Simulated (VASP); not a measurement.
# FeSi23 (a cell with a defect) in VASP: notebook

Runs on FeSi23 (a cell with a defect). Level: PBEsol+U. Tasks: relaxation of the atoms, single point.

Program: VASP 6.6.1. These are calculated values, not measurements. Logs are shortened: lines on timing, memory, paths and dates and some standing lists are left out, and cuts for length are marked.

### 1 Starting point

The cell holds a defect, 24 atoms: a = 11.534 Å, b = 7.689 Å, c = 7.689 Å, α = 60.00°, β = 60.00°, γ = 60.00°.

### 2 Relaxation of the atoms, PBEsol+U, collinear spin, ferromagnetic start (atoms moved at random, drawn with an rms of 0.05 Å)

INCAR reads:

```
PREC = Accurate ; ENCUT = 350
EDIFF = 1E-5 ; ISMEAR = 0
SIGMA = 0.03 ; LREAL = Auto
LASPH = True ; NELM = 120
ALGO = Normal ; ISIF = 2
LWAVE = False ; LCHARG = False
ISPIN = 2 ; MAGMOM = 2 0 0 0 0 0 0 0 0 0 0 0 0 0 0 0 0 0 0 0 0 0 0 0
LORBIT = 11 ; NUPDOWN = 2
LMAXMIX = 4 ; LDAU = True
LDAUTYPE = 2 ; LDAUL = 2 -1
LDAUU = 4 0 ; LDAUJ = 0 0
LDAUPRINT = 1 ; GGA = PS
IBRION = 2 ; NSW = 60
EDIFFG = -0.03 ; ISYM = 0
KPAR = 4
```

KPOINTS reads:

```
regular mesh
0
Gamma
  2 3 3
```

POSCAR reads:

```
FeSi23
1.0
    0.0000000000      8.1555000000      8.1555000000
    5.4370000000      0.0000000000      5.4370000000
    5.4370000000      5.4370000000      0.0000000000
Fe Si
1 23
Direct
   -0.0019570000      0.0003600000      0.0016180000
    0.0023520000     -0.0016790000      0.4981950000
    0.0027350000      0.4966000000     -0.0012820000
    0.0007840000      0.5048110000      0.4940640000
    0.3380520000      0.0029640000     -0.0063920000
    0.3326460000     -0.0006540000      0.4992250000
    0.3326120000      0.4944900000      0.0068860000
    0.3356400000      0.4943640000      0.4995040000
    0.6688200000      0.0044100000     -0.0000880000
    0.6707740000     -0.0069800000      0.5022750000
    0.6699950000      0.5030330000     -0.0028820000
    0.6716460000      0.4999780000      0.4977190000
    0.0777520000      0.1366670000      0.1252050000
    0.0771610000      0.1285410000      0.6293370000
    0.0831060000      0.6212410000      0.1228890000
    0.0855790000      0.6233910000      0.6209430000
    0.4159270000      0.1247370000      0.1231680000
    0.4132210000      0.1297450000      0.6186670000
    0.4188780000      0.6227710000      0.1228100000
    0.4197310000      0.6283970000      0.6215800000
    0.7538100000      0.1228910000      0.1285920000
    0.7462550000      0.1359120000      0.6217880000
    0.7517610000      0.6226210000      0.1229210000
    0.7525790000      0.6209160000      0.6258130000
```

Potentials or basis: VASP PAW PBE potentials, release 64 (Fe, Si).

The run is started by

```bash
cat potpaw_PBE.64/Fe/POTCAR potpaw_PBE.64/Si/POTCAR > POTCAR
mpirun -np 4 vasp_std > vasp.out
```

OUTCAR:

```text
PREC = Accurate
   ENCUT = 350
   EDIFF = 1E-5
   ISMEAR = 0
   LREAL = Auto
   LASPH = True
   NELM = 120
   ISIF = 2
   ISPIN = 2
   LORBIT = 11
   NUPDOWN = 2
   GGA = PS
   IBRION = 2
   NSW = 60
   EDIFFG = -0.03
   ISYM = 0

 ion  position               nearest neighbor table
   1  0.998  0.000  0.002-  21 2.30  14 2.34  15 2.38  13 2.38
   2  0.002  0.998  0.498-  13 2.34  14 2.35  16 2.35  22 2.41
   3  0.003  0.497  0.999-  13 2.26  15 2.32  23 2.36  16 2.37
   4  0.001  0.505  0.494-  15 2.33  24 2.34  16 2.34  14 2.36
   5  0.338  0.003  0.994-  17 2.31  18 2.36  19 2.39  13 2.45
   6  0.333  0.999  0.499-  18 2.33  20 2.33  17 2.36  14 2.41
[... 16 lines left out ...]
  23  0.752  0.623  0.123-  11 2.31  12 2.35   3 2.36   9 2.40
  24  0.753  0.621  0.626-  12 2.33  11 2.33  10 2.34   4 2.34

IMPORTANT INFORMATION: All symmetrisations will be switched off!
NOSYMM: (Re-)initialisation of all symmetry stuff for point group C_1.

----------------------------------------------------------------------------------------

                                     Primitive cell

  volume of cell :     482.1690

  direct lattice vectors                    reciprocal lattice vectors
     0.000000000  8.155500000  8.155500000    -0.061308320  0.061308320  0.061308320
     5.437000000  0.000000000  5.437000000     0.091962479 -0.091962479  0.091962479
     5.437000000  5.437000000  0.000000000     0.091962479  0.091962479 -0.091962479

  length of vectors
    11.533618708  7.689079139  7.689079139     0.106189124  0.159283687  0.159283687

  position of ions in fractional coordinates (direct lattice)
     0.998043000  0.000360000  0.001618000
     0.002352000  0.998321000  0.498195000
     0.002735000  0.496600000  0.998718000
     0.000784000  0.504811000  0.494064000
     0.338052000  0.002964000  0.993608000
     0.332646000  0.999346000  0.499225000
[... 16 lines left out ...]
     0.751761000  0.622621000  0.122921000
     0.752579000  0.620916000  0.625813000

  ion indices of the primitive-cell ions
   primitive index   ion index
                 1           1
                 2           2
                 3           3
                 4           4
                 5           5
                 6           6
[... 16 lines left out ...]
                23          23
                24          24

----------------------------------------------------------------------------------------

 KPOINTS: regular mesh

Automatic generation of k-mesh.
 Grid dimensions read from file:
 generate k-points for:    2    3    3

 Generating k-lattice:

  Cartesian coordinates                     Fractional coordinates (reciprocal lattice)
    -0.030654160  0.030654160  0.030654160     0.500000000  0.000000000  0.000000000
     0.030654160 -0.030654160  0.030654160     0.000000000  0.333333333  0.000000000
     0.030654160  0.030654160 -0.030654160     0.000000000  0.000000000  0.333333333

  Length of vectors
     0.053094562  0.053094562  0.053094562

  Shift w.r.t. Gamma in fractional coordinates (k-lattice)
     0.000000000  0.000000000  0.000000000

 WARNING: IBZKPT: internal override: KBLOWUP is changed to .FALSE.
      ... skipping the blow-up phase ...

 Subroutine IBZKPT returns following result:
 ===========================================

 Found     10 irreducible k-points:

 Following reciprocal coordinates:
            Coordinates               Weight
  0.000000  0.000000  0.000000      1.000000
  0.500000  0.000000  0.000000      1.000000
  0.000000  0.333333  0.000000      2.000000
  0.500000  0.333333  0.000000      2.000000
  0.000000  0.000000  0.333333      2.000000
  0.500000  0.000000  0.333333      2.000000
  0.000000  0.333333  0.333333      2.000000
  0.500000  0.333333  0.333333      2.000000
  0.000000 -0.333333  0.333333      2.000000
  0.500000 -0.333333  0.333333      2.000000
   k-points           NKPTS =     10   k-points in BZ     NKDIM =     10   number of bands    NBANDS=     64
   number of dos      NEDOS =    301   number of ions     NIONS =     24
[... 50 lines left out ...]
   LRPA    =     F    only Hartree local field effects (RPA)
 conjugate gradient relaxation of ions
 spin polarized calculation
 Gauss-broadening in eV      SIGMA  =   0.03
  energy-cutoff  :      350.00
  volume of cell :      482.17
 maximum number of plane-waves:      7219
   NGX = 35   NGY = 23   NGZ = 23

--------------------------------------- Ionic step        1  -------------------------------------------

 number of electron     100.0000006 magnetization       2.0000000

 Free energy of the ion-electron system (eV)
  ---------------------------------------------------
  ext. energy  EPLUGINS =         0.00000000
  ---------------------------------------------------
  free energy    TOTEN  =      -135.27788337 eV

  energy without entropy =     -135.27561567  energy(sigma->0) =     -135.27674952

------------------------ aborting loop EDIFF was not reached (unconverged)  ----------------------------

  FORCE on cell =-STRESS in cart. coord.  units (eV):
  Direction    XX          YY          ZZ          XY          YZ          ZX
  --------------------------------------------------------------------------------------
  -------------------------------------------------------------------------------------
  Total        1.0258875      0.8549788      0.2503204      0.8912409     -1.5859598      3.3951362
  in kB        3.4088750      2.8409702      0.8317782      2.9614640     -5.2699136     11.2815437
  external PRESSURE =       2.3605411 kB  Pullay stress =       0.0000000 kB
[... 155 lines left out ...]
  FREE ENERGIE OF THE ION-ELECTRON SYSTEM (eV)
  ---------------------------------------------------
  free  energy   TOTEN  =      -135.5830535965 eV

  energy  without entropy=     -135.5811495384  energy(sigma->0) =     -135.58210157

[... ionic steps 4 to 10 ...]

--------------------------------------- Ionic step       11  -------------------------------------------

 number of electron      99.9999998 magnetization       2.0000004

------------------------ aborting loop because EDIFF is reached ----------------------------------------
[... 105 lines left out ...]
  FREE ENERGIE OF THE ION-ELECTRON SYSTEM (eV)
  ---------------------------------------------------
  free  energy   TOTEN  =      -135.6130559817 eV

  energy  without entropy=     -135.6113998314  energy(sigma->0) =     -135.61222791

atom =   1  type =  1  l = 2

 onsite density matrix

spin component  1

  0.8840 -0.0013 -0.0042  0.0040 -0.0010
 -0.0013  0.8916 -0.0003 -0.0014  0.0004
 -0.0042 -0.0003  0.9259  0.0028  0.0000
  0.0040 -0.0014  0.0028  0.8836  0.0028
 -0.0010  0.0004  0.0000  0.0028  0.9259

spin component  2

  0.5859  0.1773  0.1466 -0.1172  0.0379
  0.1773  0.4709  0.0313  0.1708 -0.0534
  0.1466  0.0313  0.0802 -0.1071  0.0260
 -0.1172  0.1708 -0.1071  0.5901 -0.1107
  0.0379 -0.0534  0.0260 -0.1107  0.0527

 occupancies and eigenvectors

  o =  0.0264  v =  0.0000  0.0000  0.0000  0.0000  0.0000  0.0724  0.0945 -0.5703  0.0375  0.8119      0.0000  0.0000  0.0000  0.0000  0.0000  0.0000  0.0000  0.0000  0.0000  0.0000
  o =  0.0317  v =  0.0000  0.0000  0.0000  0.0000  0.0000  0.2020 -0.0103 -0.7788 -0.2136 -0.5540      0.0000  0.0000  0.0000  0.0000  0.0000  0.0000  0.0000  0.0000  0.0000  0.0000
  o =  0.2246  v =  0.0000  0.0000  0.0000  0.0000  0.0000 -0.5070  0.7055  0.0033 -0.4951 -0.0117      0.0000  0.0000  0.0000  0.0000  0.0000  0.0000  0.0000  0.0000  0.0000  0.0000
  o =  0.7275  v =  0.0000  0.0000  0.0000  0.0000  0.0000 -0.4759 -0.7018 -0.0520 -0.5157  0.1114      0.0000  0.0000  0.0000  0.0000  0.0000  0.0000  0.0000  0.0000  0.0000  0.0000
  o =  0.7694  v =  0.0000  0.0000  0.0000  0.0000  0.0000 -0.6859 -0.0276 -0.2559  0.6648 -0.1462      0.0000  0.0000  0.0000  0.0000  0.0000  0.0000  0.0000  0.0000  0.0000  0.0000
  o =  0.8791  v =  0.6895 -0.0053  0.1048 -0.7144  0.0572  0.0000  0.0000  0.0000  0.0000  0.0000      0.0000  0.0000  0.0000  0.0000  0.0000  0.0000  0.0000  0.0000  0.0000  0.0000
  o =  0.8869  v = -0.6659 -0.3789 -0.0273 -0.6413  0.0320  0.0000  0.0000  0.0000  0.0000  0.0000      0.0000  0.0000  0.0000  0.0000  0.0000  0.0000  0.0000  0.0000  0.0000  0.0000
  o =  0.8924  v = -0.2692  0.9254 -0.0033 -0.2668  0.0039  0.0000  0.0000  0.0000  0.0000  0.0000      0.0000  0.0000  0.0000  0.0000  0.0000  0.0000  0.0000  0.0000  0.0000  0.0000
  o =  0.9259  v = -0.0311 -0.0110  0.5011 -0.0257 -0.8644  0.0000  0.0000  0.0000  0.0000  0.0000      0.0000  0.0000  0.0000  0.0000  0.0000  0.0000  0.0000  0.0000  0.0000  0.0000
  o =  0.9266  v =  0.0882  0.0014 -0.8586 -0.0808 -0.4986  0.0000  0.0000  0.0000  0.0000  0.0000      0.0000  0.0000  0.0000  0.0000  0.0000  0.0000  0.0000  0.0000  0.0000  0.0000

--------------------------------------- Ionic step       13  -------------------------------------------

 number of electron      99.9999999 magnetization       2.0000004

 Free energy of the ion-electron system (eV)
  ---------------------------------------------------
  ext. energy  EPLUGINS =         0.00000000
  ---------------------------------------------------
  free energy    TOTEN  =      -135.61307272 eV

  energy without entropy =     -135.61141802  energy(sigma->0) =     -135.61224537

 E-fermi :   5.7819     XC(G=0):  -9.5696

 val. band max:        5.7507741634   @ k =   0.0000   0.3333   0.3333
 cond. band min:       5.4912958381   @ k =   0.5000   0.3333   0.0000
 fundamental gap:     -0.2594783253
 Fermi energy:         5.2867691617

 spin component 1

 k-point     1 :       0.0000    0.0000    0.0000
  band No.  band energies     occupation
      1      -6.2955      1.00000
      2      -4.9954      1.00000
      3      -4.8551      1.00000
      4      -4.0402      1.00000
      5      -3.9824      1.00000
      6      -3.8812      1.00000
[... 639 lines left out ...]
     61       8.7549      0.00000
     62       8.9179      0.00000
 Fermi energy:         5.7818585392

 spin component 2

 k-point     1 :       0.0000    0.0000    0.0000
  band No.  band energies     occupation
      1      -6.3194      1.00000
      2      -5.0173      1.00000
      3      -4.8778      1.00000
      4      -4.0649      1.00000
      5      -4.0054      1.00000
      6      -3.9104      1.00000
[... 639 lines left out ...]
     61       8.7420      0.00000
     62       8.9024      0.00000
 [bands above 62 left out]

------------------------ aborting loop because EDIFF is reached ----------------------------------------

  FORCE on cell =-STRESS in cart. coord.  units (eV):
  Direction    XX          YY          ZZ          XY          YZ          ZX
  --------------------------------------------------------------------------------------
  -------------------------------------------------------------------------------------
  Total       -0.4184553     -0.3287986     -0.2831560      0.2411303     -0.3785327      0.2212408
  in kB       -1.3904662     -1.0925498     -0.9408861      0.8012410     -1.2578090      0.7351510
  external PRESSURE =      -1.1413007 kB  Pullay stress =       0.0000000 kB
[... 39 lines left out ...]
  FREE ENERGIE OF THE ION-ELECTRON SYSTEM (eV)
  ---------------------------------------------------
  free  energy   TOTEN  =      -135.6130727201 eV

  energy  without entropy=     -135.6114180175  energy(sigma->0) =     -135.61224537

 reached required accuracy - stopping structural energy minimisation

 total charge

# of ion       s       p       d       tot
------------------------------------------
    1        0.494   0.394   6.266   7.154
    2        0.759   0.923   0.000   1.682
    3        0.759   0.924   0.000   1.683
    4        0.758   0.925   0.000   1.683
    5        0.757   0.927   0.000   1.683
    6        0.753   0.934   0.000   1.687
[... 16 lines left out ...]
   23        0.752   0.939   0.000   1.691
   24        0.751   0.940   0.000   1.691
--------------------------------------------------
tot         17.936  21.736   6.266  45.938

 magnetization (x)

# of ion       s       p       d       tot
------------------------------------------
    1        0.028  -0.020   2.728   2.737
    2        0.001  -0.002   0.000  -0.001
    3        0.001  -0.002   0.000  -0.001
    4        0.000   0.001   0.000   0.001
    5        0.000  -0.012   0.000  -0.011
    6        0.001  -0.006   0.000  -0.005
[... 16 lines left out ...]
   23       -0.000  -0.004   0.000  -0.004
   24       -0.000  -0.002   0.000  -0.002
--------------------------------------------------
tot         -0.005  -0.357   2.728   2.365
```

Run time: 24 min. Hardware: 4 MPI ranks of Intel Xeon 6975P-C (Granite Rapids), shared host; peak memory 0.72 GiB.

Results:

* Free energy: -135.6131 eV
* Energy gained by relaxing: 14.0 meV/atom
* Ionic steps: 13
* Pressure after relaxing: -0.1 GPa
* Largest force after relaxing: 0.030 eV/Å
* Net moment: 2.00 μB per cell
* Site moments: Fe +2.74; Si -0.00, +0.00, -0.01, -0.05, -0.06, -0.02, -0.10 μB
* Valence electrons inside the program's atomic spheres: Fe 7.15; Si 1.68, 1.69

Forces in eV/Å, atoms in the order of the input:
```
Fe  -0.012 -0.005  0.009
Si  -0.013 -0.001  0.004
Si  -0.004  0.017 -0.004
Si   0.001  0.012 -0.002
Si   0.002  0.003 -0.005
Si   0.008 -0.006  0.006
Si   0.003  0.009 -0.003
Si  -0.005  0.015 -0.004
Si  -0.004 -0.002  0.000
Si   0.004  0.007 -0.004
Si  -0.009  0.001 -0.012
Si   0.003  0.006 -0.009
Si  -0.020  0.008 -0.008
Si   0.014 -0.008 -0.010
Si   0.014 -0.013 -0.001
Si   0.019 -0.010  0.001
Si   0.007  0.003  0.005
Si  -0.006  0.000  0.020
Si   0.016 -0.012 -0.006
Si   0.006 -0.016 -0.012
Si  -0.010  0.005  0.028
Si  -0.009  0.000  0.018
Si   0.003  0.001 -0.002
Si  -0.006 -0.016 -0.007
```

The path:
| step | energy change (eV) | largest force (eV/Å) | pressure (GPa) |
| --- | --- | --- | --- |
| 1 | 0.0000 | 1.2570 | 0.24 |
| 2 | -0.3051 | 0.2130 | -0.16 |
| 3 | -0.3052 | 0.2116 | -0.14 |
| 4 | -0.3215 | 0.1115 | -0.15 |
| 5 | -0.3222 | 0.1240 | -0.12 |
| 6 | -0.3266 | 0.0866 | -0.10 |
| 7 | -0.3285 | 0.0990 | -0.14 |
| 8 | -0.3312 | 0.0470 | -0.13 |
| 9 | -0.3318 | 0.0663 | -0.09 |
| 10 | -0.3336 | 0.0467 | -0.15 |
| 11 | -0.3343 | 0.0498 | -0.11 |
| 12 | -0.3352 | 0.0302 | -0.15 |
| 13 | -0.3352 | 0.0299 | -0.11 |

Final structure:
```cif
data_structure
_symmetry_space_group_name_H-M 'P 1'
_symmetry_Int_Tables_number 1
_cell_length_a 11.5336
_cell_length_b 7.6891
_cell_length_c 7.6891
_cell_angle_alpha 60.000
_cell_angle_beta 60.000
_cell_angle_gamma 60.000
_cell_volume 482.17
loop_
_atom_site_label
_atom_site_type_symbol
_atom_site_fract_x
_atom_site_fract_y
_atom_site_fract_z
_atom_site_occupancy
Fe1 Fe 0.00583 0.99631 0.99718 1
Si1 Si 0.99894 0.99980 0.50113 1
Si2 Si 0.99957 0.50303 0.99639 1
Si3 Si 0.99978 0.50128 0.49906 1
Si4 Si 0.33220 0.00103 0.99985 1
Si5 Si 0.33364 0.00022 0.49860 1
Si6 Si 0.33441 0.49956 0.99841 1
Si7 Si 0.33451 0.50039 0.49801 1
Si8 Si 0.66975 0.00098 0.99982 1
Si9 Si 0.66689 0.00121 0.49875 1
Si10 Si 0.66791 0.49978 0.99929 1
Si11 Si 0.66798 0.50078 0.49879 1
Si12 Si 0.08203 0.12889 0.12671 1
Si13 Si 0.08384 0.12700 0.62072 1
Si14 Si 0.08475 0.62008 0.12527 1
Si15 Si 0.08480 0.62524 0.62202 1
Si16 Si 0.41873 0.12404 0.12306 1
Si17 Si 0.41599 0.12558 0.62471 1
Si18 Si 0.41715 0.62558 0.12340 1
Si19 Si 0.41779 0.62512 0.62331 1
Si20 Si 0.75399 0.12479 0.12406 1
Si21 Si 0.74917 0.12589 0.62536 1
Si22 Si 0.74999 0.62651 0.12398 1
Si23 Si 0.75021 0.62643 0.62467 1
```

Eigenvalues of the final occupation matrices:
```csv
site,spin,trace,eigenvalues
site 1 d,1,4.51,0.88 0.89 0.89 0.93 0.93
site 1 d,2,1.78,0.03 0.03 0.22 0.73 0.77
```

Caveat: the PAW data sets were made with another functional, which shifts forces and pressure a little; the total moment is fixed, so each spin has its own Fermi level; the U is typed as a test and isn't derived for this compound.

[end of part 1 of 2]
